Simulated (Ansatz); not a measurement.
## Ni3Si: how the free axis answers a strain

Ni3Si, Pm-3m, a = 3.506 Å. The structure is a COD entry; whether it is the stable form wasn't checked. Ansatz: PBE, PAW, 420 eV, Γ-centred 14×14×14 mesh on 4 atoms, Gaussian smearing 0.10 eV; no spin polarisation. Series: biaxial strain in the a-b plane, c and atoms relaxed; x is the strain in per cent. y is the change of c in per cent of 3.506 Å.

| x (%) | y (%) |
| --- | --- |
| -4.5 | ? |
| -3.0 | 2.96 |
| -1.5 | 1.51 |
| 0.0 | 0.00 |
| 1.5 | -1.55 |
| 3.0 | -3.15 |
| 4.5 | -4.87 |

**Question.** Fit y = c1 x + c2 x² to the other rows, say what c1 measures, and predict the missing y.

**Answer.** Least squares on the rows shown. y = −1.022 x − 0.01250 x². With no stress along c, c1 = −2C12/C11 = -1.022. At x = -4.5 the fit asked for gives 4.35 %. The run gave 4.36 %, so the fit is 0.01 % too low, within the rms miss on the fitted rows (0.02 %).

Cost: 7 runs of about 9.9 core-minutes in all, on Arm Neoverse V2 (shared hosts).